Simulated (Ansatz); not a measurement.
Crystal: Ti2Co.

```xyz
6
Lattice="0.0000 3.3650 3.3650 3.3650 0.0000 3.3650 3.3650 3.3650 0.0000" Properties=species:S:1:pos:R:3 pbc="T T T"
Co    5.0475    5.0475    5.0475
Co    3.3650    3.3650    3.3650
Ti    2.5238    0.8413    2.5238
Ti    2.5238    2.5238    0.8413
Ti    0.8413    2.5238    2.5238
Ti    0.8413    0.8413    0.8413
```

Base run:

- Program: Ansatz 0.2.0
- Functional: PBEsol
- Potentials or basis: Ansatz PAW
- Cutoff: 420 eV (not typed: the program's choice for these potentials)
- k mesh: 6 × 6 × 6
- Occupations: fermi-dirac, width 0.05 eV
- Spin: collinear spin, ferromagnetic start
- Starting moments: [3.0, 3.0, 1.5, 1.5, 1.5, 1.5] μB
- Fixed moment: 12 μB

Its results: pressure 39.2 GPa; site moments Co +2.21; Ti +1.30 μB.

Problem. The run is repeated on the same cell with these changes: fixed moment from 12 μB to 2 μB; moments at the start from [3.0, 3.0, 1.5, 1.5, 1.5, 1.5] to [0.5, 0.5, 0.25, 0.25, 0.25, 0.25]. What comes out?

Solution. Pressure 16.9 GPa; site moments Co +0.75; Ti +0.12 μB.

Caveats: the total moment is fixed, so each spin has its own Fermi level; the PAW data sets come from PBE, with cores solved anew for the run's functional, which leaves a small shift of forces and pressure; the thresholds are loose for stress; a pressure of tens of GPa on the cell as given is suspect, and the run, the potentials or the cell itself is likely at fault (some runs).
